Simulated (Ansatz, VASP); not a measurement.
## One calculation of Re, two programs

```
CELL_PARAMETERS angstrom
2.72887 0.00000 0.00000
-1.36443 2.36327 0.00000
0.00000 0.00000 4.40583
ATOMIC_POSITIONS crystal
Re 0.33333 0.66667 0.25000
Re 0.66667 0.33333 0.75000
```

Alike in both runs: functional PBE; k mesh 16 × 16 × 9; occupations fermi-dirac, width 0.08 eV; no spin polarisation.

Ansatz relaxed the structure, and its values are those at the end. VASP's run is a single point on that final structure, the one shown.

|  | VASP | Ansatz |
| --- | --- | --- |
| version | VASP 6.6.1 | Ansatz 0.2.0 |
| potentials or method | VASP PAW PBE potentials, release 64 (Re) | PAW with Ansatz's default frozen-core files, scalar-relativistic |
| plane-wave cutoff (eV) | 520 | 420 |
| valence electrons in the cell | 14 | 30 |

```tsv
	VASP	Ansatz	Ansatz less VASP
pressure (GPa)	20.8	20.9	+0.16
```

With one functional, cell and mesh, what is left measures potentials, basis and numerics. The two sets of potentials don't hold the same shells in valence.

Caveats: so large a pressure means that the cell lies far from this level's equilibrium, or that cutoff or potentials fall short (VASP). The runs have no spin-orbit coupling, so splittings on Re are missing.
